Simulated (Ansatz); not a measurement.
## ZrS2 from its elements: all-electron against pseudopotential results

```xyz
3
Lattice="3.6285 0.0000 0.0000 -1.8143 3.1424 0.0000 0.0000 0.0000 5.8861" Properties=species:S:1:pos:R:3 pbc="T T T"
Zr    0.0000    0.0000    0.0000
S     1.8143    1.0475    4.4338
S     0.0000    2.0949    1.4523
```

The cell comes from a relaxation on PAW files under the same functional, begun from a database entry that needn't be the ground state.

Level of theory: DFT with PBEsol, scalar-relativistic, in Ansatz 0.2.0; a Γ-centred 8×8×4 k mesh, Fermi–Dirac smearing of 0.02 eV, no spin polarisation. LAPW: all electrons, basis error target 0.5 meV/atom; PAW: frozen-core files, cutoff 420 eV; crystal datasets: all electrons, by PAW datasets that the program makes for each cell.

The elements are taken as S S6 rings, Zr hcp, each relaxed on PAW files under the same functional and computed by the same method as the compound; zero-point and thermal terms are left out. The functional lacks long-range dispersion, which matters for the layered or molecular reference states. S6 rings stand in for α-S8.

The PAW files were made under PBE.

Problem. Give the formation energy by each method, with the residual pressure at this cell and the LAPW gap.

Solution. 

| method | ΔE(formation) (eV/atom) | P at this cell (GPa) | gap (eV) |
| --- | --- | --- | --- |
| LAPW | -1.604 | 0.02 | 0.77 |
| PAW | -1.605 | 0.00 | – |
| crystal datasets | -1.604 | 0.02 | – |

Problem. Give the LAPW value for one formula unit in kJ/mol.

Solution. -1.604 eV/atom × 3 atoms × 96.485 kJ/(mol·eV) = -464.3 kJ/mol, at zero temperature and without zero-point motion.
